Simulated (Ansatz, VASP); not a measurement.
# AlGaN2: VASP beside Ansatz

The input INCAR:

```
SYSTEM = AlGaN2
ALGO = Normal
EDIFF = 1E-6
ENCUT = 520
ISIF = 2
ISMEAR = 0
LASPH = .TRUE.
LCHARG = .TRUE.
LELF = .TRUE.
LREAL = .FALSE.
LVHAR = .TRUE.
LWAVE = .FALSE.
NBANDS = 21
NELM = 60
PREC = Accurate
SIGMA = 0.05
```

KPOINTS

```
k-points
0
G
  8 8 6
  0 0 0
```

File POSCAR:

```
AlGaN2
1.0
    2.8037578202      0.0000000000      0.0000000000
    0.0000000000      2.8037578202      0.0000000000
    0.0000000000      0.0000000000      4.3843302008
Al Ga N
1 1 2
Direct
    0.5000000000      0.5000000000      0.5000000000
    0.0000000000      0.0000000000      0.0000000000
    0.5000000000      0.0000000000      0.7400513254
    0.0000000000      0.5000000000      0.2599486746
```

Input for Ansatz:

```yaml
crystal:
  lattice:
    - [2.8037578202, 0.0, 0.0]
    - [0.0, 2.8037578202, 0.0]
    - [0.0, 0.0, 4.3843302008]
  atoms:
    - { symbol: Al, position: [0.5, 0.5, 0.5] }
    - { symbol: Ga, position: [0.0, 0.0, 0.0] }
    - { symbol: "N", position: [0.5, 0.0, 0.7400513254] }
    - { symbol: "N", position: [0.0, 0.5, 0.2599486746] }
basis:
  ecutwfc: 420
kpoints:
  mp_grid: { grid: [8, 8, 6] }
hamiltonian:
  xc: lda
scf:
  occupations: { method: gaussian, width: 0.05 }
output:
  forces: true
  stress: true
  eigenvalues: true
```

Change from the starting cell: strain -0.1000 x Voigt [1, 1, 0, 0, 0, 0], atoms carried along.

Alike in both runs: task single point; functional LDA; k mesh 8 × 8 × 6; occupations gaussian, width 0.05 eV; no spin polarisation.

|  | VASP | Ansatz |
| --- | --- | --- |
| version | VASP 6.6.1 | Ansatz 0.2.0 |
| potentials or method | VASP PAW LDA potentials, release 64 (Al, Ga_d, N) | scalar-relativistic, plane waves, PAW |
| plane-wave cutoff (eV) | 520 | 420 |
| valence electrons in the cell | 26 | 26 |

|  | VASP | Ansatz | Ansatz less VASP |
| --- | --- | --- | --- |
| gap on the k mesh at the Fermi level (eV) | 2.87 | 2.90 | +0.027 |
| least direct gap on the mesh (eV) | 4.08 | 4.10 | +0.019 |
| pressure (GPa) | 67.6 | 65.4 | -2.16 |
| largest component of the traceless stress (GPa) | 10.27 | 10.49 | +0.214 |
| rms of the force components (eV/Å) | 0.019 | 0.026 | +0.0070 |

Atom by atom the forces differ by 0.007 eV/Å (rms over components).

Caveats: the cell as given lies far from equilibrium; so large a pressure means that the cell lies far from this level's equilibrium, or that cutoff or potentials fall short (VASP). A k mesh can miss the band edges.
